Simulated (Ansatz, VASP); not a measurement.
One calculation of Y, two programs

File INCAR:

```
SYSTEM = Y
ALGO = Normal
EDIFF = 1E-6
ENCUT = 520
GGA = PE
ISIF = 2
ISMEAR = -1
LASPH = .True.
LCHARG = .False.
LREAL = .False.
LWAVE = .False.
NBANDS = 18
NELM = 100
PREC = Accurate
SIGMA = 0.05
```

The input KPOINTS:

```
k-points
0
Gamma
  8 8 5
  0 0 0
```

The input POSCAR:

```
Y
1.0
    3.5729423729      0.0000000000      0.0000000000
   -1.7864711865      3.0942588613      0.0000000000
    0.0000000000      0.0000000000      5.6136161546
Y
2
Direct
    0.6666666667      0.3333333333      0.7500000000
    0.3333333333      0.6666666667      0.2500000000
```

input.yaml

```yaml
crystal:
  lattice:
    - [3.5729423729, 0.0, 0.0]
    - [-1.7864711865, 3.0942588613, 0.0]
    - [0.0, 0.0, 5.6136161546]
  atoms:
    - { symbol: "Y", position: [0.6666666667, 0.3333333333, 0.75] }
    - { symbol: "Y", position: [0.3333333333, 0.6666666667, 0.25] }
hamiltonian:
  xc: pbe
  pseudopotentials: { kind: paw, source: jth }
kpoints:
  mp_grid: { grid: [8, 8, 5] }
scf:
  occupations: { method: fermi_dirac, width: 0.05 }
output:
  forces: true
  stress: true
  eigenvalues: true
  write_density: true
  write_potential: true
  elf: true
  volumetric_format: npy
```

Alike in both runs: task single point; functional PBE; k mesh 8 × 8 × 5; occupations fermi-dirac, width 0.05 eV; no spin polarisation.

```csv
,VASP,Ansatz
version,VASP 6.6.1,Ansatz 0.2.0
potentials or method,"VASP PAW PBE potentials, release 64 (Y_sv)",JTH PAW
plane-wave cutoff (eV),520,900
valence electrons in the cell,22,22
```

Ansatz gave:

| Property | Result |
| --- | --- |
| gap on the k mesh at the Fermi level (eV) | none |
| pressure (GPa) | 2.6 |
| largest component of the traceless stress (GPa) | 0.19 |

Task: What did VASP give for the same quantities?

Result: gap on the k mesh at the Fermi level (eV): none; pressure (GPa): 2.4; largest component of the traceless stress (GPa): 0.19.

A gap of «none» marks a metal or a gap that the smearing closes.
